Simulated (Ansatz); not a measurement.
Zinc-blende InN (metastable phase) was calculated with r²SCAN+rVV10 (plane waves, PAW; Ansatz, a program for electronic structure).

Settings: plane-wave cutoff 600 eV, 24×24×24 k mesh, Fermi–Dirac smearing 0.05 eV, scalar-relativistic PAW data made under PBE.

Cell (relaxed at this level):

```
InN
1.0
    0.00000     2.49252     2.49252
    2.49252     0.00000     2.49252
    2.49252     2.49252     0.00000
In N
1 1
Direct
  0.00000   0.00000   0.00000
  0.75000   0.75000   0.75000
```

Question: Give the computed elastic constant C11, Voigt–Reuss–Hill bulk modulus, Voigt–Reuss–Hill shear modulus (Hill average), elastic constant C12 and elastic constant C44.

Answer: 
* **elastic constant C11**: 181 GPa
* **Voigt–Reuss–Hill bulk modulus**: 144 GPa
* **Voigt–Reuss–Hill shear modulus (Hill average)**: 53.9 GPa
* **elastic constant C12**: 125 GPa
* **elastic constant C44**: 83.4 GPa

Note: the solid has no gap at this level, which affects its response.

Elastic constants are with the ions relaxed.

Spin–orbit coupling is not included.

Computed values are for the static lattice.

Computing time: roughly 25 core-minutes.
